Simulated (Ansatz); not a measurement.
Input of an Ansatz 0.2.0 run:

File input.yaml:

```yaml
crystal:
  lattice:
    - [0.0, 3.205, 3.205]
    - [3.205, 0.0, 3.205]
    - [3.205, 3.205, 0.0]
  atoms:
    - { symbol: Te, position: [0.75, 0.75, 0.75], spin: -0.15 }
    - { symbol: Cd, position: [0.0, 0.0, 0.0] }
kpoints:
  mp_grid: { grid: [7, 7, 7] }
  band_path:
    path:
      - [0.0, 0.0, 0.0]
      - [0.5, 0.0, 0.5]
      - [0.5, 0.25, 0.75]
      - [0.375, 0.375, 0.75]
      - [0.0, 0.0, 0.0]
      - [0.5, 0.5, 0.5]
      - [0.625, 0.25, 0.625]
      - [0.5, 0.25, 0.75]
    npoints: 10
scf:
  occupations: { method: gaussian, width: 0.1 }
hamiltonian:
  xc: blyp
  dispersion: d4
  pseudopotentials: { kind: all_electron, lapw: { basis_error: 0.002 } }
magnetization:
  spin_polarized: true
output:
  forces: true
  stress: true
  eigenvalues: true
  fatbands: true
  dos: { projected: true, de: 0.1, e_range: [-10, 8] }
  populations: true
```

Potentials or basis: all-electron LAPW, scalar-relativistic.

Launch:

```console
$ ansatz run input.yaml --threads 1 --pin off --max-ram 2560MiB --backend cpu --events-out ev --progress --plain --runs-dir out
```

Predict the Loewdin charges.

Te -0.94; Cd +1.16 e.

Estimate the band gap along the path.

0.78 eV, direct.

Predict the net moment.

0.00 μB per cell.

Estimate the absolute moment.

0.00 μB per cell.

Levels at the corners of the path, in eV from the valence-band top:
Spin up:
| point | band 19 | band 20 | band 21 | band 22 | band 23 | band 24 | band 25 | band 26 |
| --- | --- | --- | --- | --- | --- | --- | --- | --- |
| Γ | -8.17 | 0.00 | 0.00 | 0.00 | 0.78 | 4.63 | 4.63 | 4.63 |
| X | -7.65 | -4.47 | -1.95 | -1.95 | 2.66 | 2.70 | 9.05 | 9.27 |
| W | -7.56 | -4.35 | -2.41 | -2.29 | 4.29 | 4.79 | 5.64 | 6.45 |
| K | -7.60 | -4.37 | -2.65 | -1.62 | 2.93 | 4.59 | 7.50 | 7.56 |
| Γ | -8.17 | 0.00 | 0.00 | 0.00 | 0.78 | 4.63 | 4.63 | 4.63 |
| L | -7.80 | -4.59 | -0.81 | -0.81 | 1.82 | 5.25 | 5.25 | 7.22 |
| U | -7.60 | -4.37 | -2.65 | -1.62 | 2.93 | 4.59 | 7.50 | 7.56 |
| W | -7.56 | -4.35 | -2.41 | -2.29 | 4.29 | 4.79 | 5.64 | 6.45 |
Spin down:
```csv
point,band 19,band 20,band 21,band 22,band 23,band 24,band 25,band 26
Γ,-8.17,0.00,0.00,0.00,0.78,4.63,4.63,4.63
X,-7.65,-4.47,-1.95,-1.95,2.66,2.70,9.05,9.27
W,-7.56,-4.35,-2.41,-2.29,4.29,4.79,5.64,6.45
K,-7.60,-4.37,-2.65,-1.62,2.93,4.59,7.50,7.56
Γ,-8.17,0.00,0.00,0.00,0.78,4.63,4.63,4.63
L,-7.80,-4.59,-0.81,-0.81,1.82,5.25,5.25,7.22
U,-7.60,-4.37,-2.65,-1.62,2.93,4.59,7.50,7.56
W,-7.56,-4.35,-2.41,-2.29,4.29,4.79,5.64,6.45
```

Caveat: spin-orbit coupling is left out, which moves the levels of the heavy elements; the starting moments weren't kept.

**The experiment to reproduce.**

A printed reference work, data compilation reports, for a bulk crystal of CdTe at 0 K: band gap 1.607 eV.

Against the measured gap of CdTe, 1.607 eV (0 K; a printed reference work, data compilation), the calculated 0.78 eV is off by -0.83 eV. Spin-orbit coupling on Cd, Te is left out. The value is that of BLYP+D4, without temperature or zero-point motion. Semilocal functionals fall short of measured gaps as a rule.
